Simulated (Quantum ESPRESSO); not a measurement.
Crystal: Ir.

```
Ir
1.0
     0.00000    1.91560    1.91560
     1.91560    0.00000    1.91560
     1.91560    1.91560    0.00000
Ir
1
Direct
  0.00000 0.00000 0.00000
```

```yaml
Program: Quantum ESPRESSO 7.5
Task: phonon dispersion
Functional: PBEsol
Potentials_or_basis: PseudoDojo 0.4.1 SR PBE standard
Cutoff: 925 eV
Density_cutoff: 3701 eV
k_mesh: 12 × 12 × 12
Occupations: cold, width 0.2 eV
Spin: no spin polarisation
Mixing_beta: 0.5
Most_SCF_iterations: 120
SCF_threshold: 2e-10 Ry
q_mesh: 2 × 2 × 2
```

The cell and the atoms were relaxed first, to 14.03 Å³/atom (a = 2.707 Å, b = 2.707 Å, c = 2.707 Å, α = 60.00°, β = 60.00°, γ = 60.00°), and the response was taken there.

Problem. What are the zero-point energy, and the vibrational entropy and heat capacity at 298.15 K?

Solution. Zero-point energy 27.4 meV/atom; entropy 4.20 k_B/atom (34.9 J/(K·mol of atoms)); Cv 2.87 k_B/atom, 96 % of the classical limit. These are harmonic values without the electrons' part.

Phonon frequencies at the corners of the path (cm⁻¹, interpolated; i marks imaginary ones):
| point | frequencies |
| --- | --- |
| Γ | 0 0 0 |
| X | 151 151 205 |
| W | 153 182 182 |
| K | 144 173 192 |
| L | 121 121 205 |
| U | 144 173 192 |

Harmonic thermodynamics per atom at this volume (zero-point energy 27.4 meV, Debye temperature from the second moment 281 K):
| T (K) | free energy (meV) | entropy (k_B) | heat capacity Cv (k_B) |
| --- | --- | --- | --- |
| 50 | 27.0 | 0.33 | 0.88 |
| 100 | 23.4 | 1.37 | 2.08 |
| 200 | 3.7 | 3.07 | 2.72 |
| 298.15 | -27.3 | 4.20 | 2.87 |
| 500 | -114.5 | 5.70 | 2.95 |
| 800 | -281.3 | 7.10 | 2.98 |

Phonon states per cell in windows of 10 cm⁻¹ (negative: imaginary):
| from (cm⁻¹) | total |
| --- | --- |
| 0 | 0.00 |
| 10 | 0.00 |
| 20 | 0.00 |
| 30 | 0.01 |
| 40 | 0.01 |
| 50 | 0.02 |
| 60 | 0.03 |
| 70 | 0.04 |
| 80 | 0.06 |
| 90 | 0.08 |
| 100 | 0.12 |
| 110 | 0.19 |
| 120 | 0.32 |
| 130 | 0.36 |
| 140 | 0.39 |
| 150 | 0.26 |
| 160 | 0.21 |
| 170 | 0.19 |
| 180 | 0.26 |
| 190 | 0.39 |
| 200 | 0.06 |

A q mesh this small can miss soft modes between its points.

Caveat: the potentials were made for another functional, which shifts forces and pressure; the q mesh is small, so phonon branches between its points and thermal values are rough.
